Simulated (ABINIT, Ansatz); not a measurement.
## A GW chain in ABINIT: NaI (Fm-3m)

Aim: the G0W0 gap of NaI (Fm-3m) on PBE, step by step.

Method: PBE and many-body steps on it, plane waves, in ABINIT 10.8.3.

## 1. The structure

The structure is cubic, space group Fm-3m (No. 225). The conventional cell has a = 6.473 Å, b = 6.473 Å, c = 6.473 Å, α = 90.00°, β = 90.00°, γ = 90.00°. Nearest to Na lie 6 I at 3.24 Å. Nearest to I lie 6 Na at 3.24 Å. Farther neighbours and most contacts between anions are not listed.

The cell and positions come from the Crystallography Open Database and are kept as given unless a step says otherwise. Spin-orbit coupling is left out unless a step names it.

## 2. Ground state

This step: ABINIT 10.8.3; DFT, PBE, plane waves, norm-conserving pseudopotentials.

The ground-state density comes first.

run.abi

```
acell 3*1.0 Angstrom
rprim 
  0.000000000000 3.236400000000 3.236400000000
  3.236400000000 -0.000000000000 3.236400000000
  3.236400000000 3.236400000000 -0.000000000000
ntypat 2
znucl 11 53
natom 2
typat 1 2
xred 
  0.000000000000 0.000000000000 0.000000000000
  0.500000000000 0.500000000000 0.500000000000
pp_dirpath "pseudos"
pseudos "Na.upf, I.upf"
ecut 38
ngkpt 6 6 6
nshiftk 1
shiftk 0 0 0
kptopt 1
chksymbreak 0
nband 13
occopt 1
tolvrs 1e-10
nstep 60
prtwf 0
optforces 0
optstress 0
indata_prefix "in"
outdata_prefix "out"
tmpdata_prefix "tmp"
```

The run is started by

```sh
$ OMP_NUM_THREADS=1 mpirun -n 4 abinit run.abi > log
```

Numbers of over 12 decimals in the logs are rounded to 6 here.

Log:

```text
.Version 10.8.3 of ABINIT. v10.8.2 released Aug 2026.

 Symmetries : space group Fm -3 m (#225); Bravais cF (face-center cubic)
================================================================================
 Values of the parameters that define the memory need of the present run
     intxc =       0    ionmov =       0      iscf =       7    lmnmax =       6
     lnmax =       6     mgfft =      50  mpssoang =       3    mqgrid =    3001
     natom =       2  nloc_mem =       1    nspden =       1   nspinor =       1
    nsppol =       1      nsym =      48    n1xccc =    2501    ntypat =       2
    occopt =       1   xclevel =       2
-    mband =          13        mffmem =           1         mkmem =           4
       mpw =        5132          nfft =      125000          nkpt =          16
================================================================================
  Rough estimation (10% accuracy) of disk space for files :
================================================================================

--------------------------------------------------------------------------------
------------- Echo of variables that govern the present computation ------------
--------------------------------------------------------------------------------
 -outvars: echo values of preprocessed input variables --------
            acell      1.8897261259E+00  1.8897261259E+00  1.8897261259E+00 Bohr

      chksymbreak           0
             ecut      3.80000000E+01 Hartree
-          fftalg         312

              ixc     -101130
              kpt      0.00000000E+00  0.00000000E+00  0.00000000E+00
                       1.66666667E-01  0.00000000E+00  0.00000000E+00
                       3.33333333E-01  0.00000000E+00  0.00000000E+00
                       5.00000000E-01  0.00000000E+00  0.00000000E+00
                       1.66666667E-01  1.66666667E-01  0.00000000E+00
                       3.33333333E-01  1.66666667E-01  0.00000000E+00
                       5.00000000E-01  1.66666667E-01  0.00000000E+00
                      -3.33333333E-01  1.66666667E-01  0.00000000E+00
                      -1.66666667E-01  1.66666667E-01  0.00000000E+00
   [... 5 further rows ...]
                      -3.33333333E-01  3.33333333E-01  1.66666667E-01
                      -3.33333333E-01  5.00000000E-01  1.66666667E-01
         kptrlatt        6    0    0      0    6    0      0    0    6
          kptrlen      5.18952141E+01
P           mkmem           4
            natom           2
            nband          13
            ngfft          50      50      50
             nkpt          16
            nstep          60
             nsym          48
           ntypat           2
              occ      2.000000  2.000000  2.000000  2.000000  2.000000  2.000000
                       2.000000  2.000000  0.000000  0.000000  0.000000  0.000000
                       0.000000
        optforces           0
        optstress           0
            prtwf           0
            rprim      0.0000000000E+00  3.2364000000E+00  3.2364000000E+00
[...]
spgroup         225

           tolvrs      1.00000000E-10

             xred      0.0000000000E+00  0.0000000000E+00  0.0000000000E+00
[...]
znucl       11.00000   53.00000

================================================================================

 chkinp: Checking input parameters for consistency.

================================================================================
== DATASET  1 ==================================================================
-   mpi_nproc: 4, omp_nthreads: 1 (-1 if OMP is not activated)

--- !DatasetInfo
iteration_state: {dtset: 1, }
dimensions: {natom: 2, nkpt: 16, mband: 13, nsppol: 1, nspinor: 1, nspden: 1, mpw: 5132, }
cutoff_energies: {ecut:  38.0, pawecutdg:  -1.0, }
electrons: {nelect:   1.60000000E+01, charge:   0.00000000E+00, occopt:   1.00000000E+00, tsmear:   1.00000000E-02, }

 Real(R)+Recip(G) space primitive vectors, cartesian coordinates (Bohr,Bohr^-1):
 R(1)=  0.0000000  6.1159096  6.1159096  G(1)= -0.0817540  0.0817540  0.0817540
 R(2)=  6.1159096  0.0000000  6.1159096  G(2)=  0.0817540 -0.0817540  0.0817540
 R(3)=  6.1159096  6.1159096  0.0000000  G(3)=  0.0817540  0.0817540 -0.0817540
 Unit cell volume ucvol=  4.5752326E+02 bohr^3
 Angles (23,13,12)=  6.00000000E+01  6.00000000E+01  6.00000000E+01 degrees

 getcut: wavevector=  0.0000  0.0000  0.0000  ngfft=  50  50  50
         ecut(hartree)=     38.000   => boxcut(ratio)=   2.08406

--- Pseudopotential description ------------------------------------------------
- Na Generated using ONCVPSP code by D. R. Hamann
- 11.00000   9.00000  171031                  znucl, zion, pspdat
12 -101130 1 -1 1992                          pspcod,pspxc,lmax,lloc,mmax
     nproj     2     2     0
  pspatm : epsatm=    9.36084378
         --- l  ekb(1:nproj) -->
[...]
pspatm: atomic psp has been read  and splines computed

- I Generated using ONCVPSP code by D. R. Hamann
- 53.00000   7.00000  171031                  znucl, zion, pspdat
12 -101130 2 -1 1196                          pspcod,pspxc,lmax,lloc,mmax
     nproj     2     2     2
  pspatm : epsatm=   19.17056757
         --- l  ekb(1:nproj) -->
[...]
2    4.134838    0.711910
 pspatm: atomic psp has been read  and splines computed

   4.56502582E+02                                ecore*ucvol(ha*bohr**3)
--------------------------------------------------------------------------------

_setup2: Arith. and geom. avg. npw (full set) are    5114.764    5114.744

================================================================================

--- !BeginCycle
iteration_state: {dtset: 1, }
solver: {iscf: 7, nstep: 60, nline: 4, wfoptalg: 0, }
tolerances: {tolvrs: 1.00E-10, }

     iter   Etot(hartree)      deltaE(h)  residm     vres2
 ETOT  1  -58.692638720078    -5.869E+01 1.258E-01 5.084E+01
 ETOT  2  -58.744823732631    -5.219E-02 1.320E-03 4.559E+00
 ETOT  3  -58.745242968588    -4.192E-04 6.984E-04 3.654E-01
 ETOT  4  -58.745295115315    -5.215E-05 2.142E-04 1.201E-01
 ETOT  5  -58.745301252664    -6.137E-06 3.840E-05 4.086E-03
 ETOT  6  -58.745301407826    -1.552E-07 9.883E-06 3.491E-05
 ETOT  7  -58.745301409681    -1.855E-09 5.938E-06 5.958E-07
 ETOT  8  -58.745301409713    -3.234E-11 1.628E-06 1.205E-08
 ETOT  9  -58.745301409723    -1.004E-11 1.040E-06 5.867E-11

 At SCF step    9       vres2   =  5.87E-11 < tolvrs=  1.00E-10 =>converged.

--- !ResultsGS
iteration_state: {dtset: 1, }
comment   : Summary of ground state results
lattice_vectors:
- [  0.0000000,   6.1159096,   6.1159096, ]
- [  6.1159096,  -0.0000000,   6.1159096, ]
- [  6.1159096,   6.1159096,  -0.0000000, ]
lattice_lengths: [   8.64920,    8.64920,    8.64920, ]
lattice_angles: [ 60.000,  60.000,  60.000, ] # degrees, (23, 13, 12)
lattice_volume:   4.5752326E+02
convergence: {deltae: -1.004E-11, res2:  5.867E-11, residm:  1.040E-06, diffor:  0.000E+00, }
etotal    :  -5.87453014E+01
entropy   :   0.00000000E+00
fermie    :   3.93791755E-03
cartesian_stress_tensor: null
pressure_GPa: null
xred      :
- [  0.0000E+00,   0.0000E+00,   0.0000E+00, Na]
- [  5.0000E-01,   5.0000E-01,   5.0000E-01,  I]
cartesian_forces: null
force_length_stats: {min: null, max: null, mean: null, }

 Integrated electronic density in atomic spheres:
 ------------------------------------------------
 Atom  Sphere_radius  Integrated_density
    1        2.00000          7.92586470
    2        2.00000          2.89468568
================================================================================

 ----iterations are completed or convergence reached----

 Mean square residual over all n,k,spin=   53.812E-10; max=  10.403E-07
 reduced coordinates (array xred) for    2 atoms
       0.000000000000      0.000000000000      0.000000000000
       0.500000000000      0.500000000000      0.500000000000
 rms dE/dt=  0.0000E+00; max dE/dt=  0.0000E+00; dE/dt below (all hartree)
    1       0.000000000000      0.000000000000      0.000000000000
    2       0.000000000000      0.000000000000      0.000000000000

 cartesian coordinates (angstrom) at end:
    1      0.000000     0.000000     0.000000
    2      3.236400     3.236400     3.236400
 length scales=  1.889726125908  1.889726125908  1.889726125908 bohr
              =  1.000000000000  1.000000000000  1.000000000000 angstroms
 prteigrs : about to open file out_EIG
 Fermi (or HOMO) energy (hartree) =   0.00394   Average Vxc (hartree)=  -0.28324
 Eigenvalues (hartree) for nkpt=  16  k points:
 kpt#   1, nband= 13, wtk=  0.00463, kpt=  0.0000  0.0000  0.0000 (reduced coord)
  -1.85343   -0.82153   -0.82153   -0.82153   -0.40100    0.00394    0.00394    0.00394
   0.13768    0.29667    0.29667    0.29667    0.36509
 prteigrs : prtvol=0 or 1, do not print more k-points.

--- !EnergyTerms
iteration_state     : {dtset: 1, }
comment             : Components of total free energy in Hartree
kinetic             :  3.10131720656170E+01
hartree             :  2.14406273945290E+01
xc                  : -1.08883117766644E+01
Ewald energy        : -2.99766697443574E+01
psp_core            :  9.97769128881818E-01
local_psp           : -5.84334883707165E+01
non_local_psp       : -1.28984001070124E+01
total_energy        : -5.87453014097230E+01
total_energy_eV     : -1.59854108679654E+03
band_energy         : -9.60171861351134E+00

== END DATASET(S) ==============================================================
================================================================================

 -outvars: echo values of variables after computation  --------
           etotal     -5.8745301410E+01
            nband          13
             nkpt          16
          spgroup         225
 [... the other variables as echoed above ...]

 Calculation completed.
```

The job ended after 19 s (4 MPI ranks of Arm Neoverse N1, shared host; peak memory 0.36 GiB).

This step gave:

- total energy: -1598.5411 eV
- gap: 3.639 eV
- k of the valence top: 0, 0, 0
- k of the conduction bottom: 0, 0, 0
- least direct gap: 3.639 eV

The gap is direct, at Γ.

(Part 1 of 3 ends here.)

[Paths, hosts, dates, memory and timing lines, banners, echoed tables and standing remarks are left out of the program output.]

[Logs are printed without paths, hosts, clocks, repeated set-up lines and the standing remarks that a program may print on its own settings, such as how far it seeks lower states.]

[Runs of the session that timed out or met a known fault of the program may be left out.]

[Hosts, paths, dates, database ids (printed as entryN), source tags and the programs' standing remarks are cut or masked in the printed files.]

[G0W0 gaps are taken among the corrected bands and points alone; a level outside them can change the order at an edge.]

[Where Ansatz stands beside ABINIT at settings called matched, ABINIT's density can come from a denser mesh and the files from another edition; pairs whose starting gaps differed by over 0.03 eV were left out, so agreement reads better than it is.]
